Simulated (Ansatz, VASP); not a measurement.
One calculation of Ge, two programs

```
Ge
1.0
     2.86569    0.00000    0.00000
    -1.43284    2.48176    0.00000
     0.00000    0.00000    2.66984
Ge
1
Direct
  0.00000 0.00000 0.50000
```

Alike in both runs: functional PBE; k mesh 9 × 9 × 6; occupations gaussian, width 0.1 eV; no spin polarisation.

Ansatz relaxed the structure, and its values are those at the end. VASP's run is a single point on that final structure, the one shown.

```csv
,VASP,Ansatz
version,VASP 6.6.1,Ansatz 0.2.0
potentials or method,"VASP PAW PBE potentials, release 64 (Ge_d)","scalar-relativistic, plane waves, PAW"
plane-wave cutoff (eV),520,420
valence electrons in the cell,14,14
```

VASP gave:

```
gap on the k mesh at the Fermi level (eV) : none
pressure (GPa)                            : 0.1
```

Question: Estimate Ansatz's values.

Answer: gap on the k mesh at the Fermi level (eV): none; pressure (GPa): 0.3.

A gap of «none» marks a metal or a gap that the smearing closes. The functional is the same, so the differences come from potentials, cutoffs and numerics.

Caveats: the k mesh is coarse (spacing up to 0.39 Å⁻¹), so the values aren't converged.
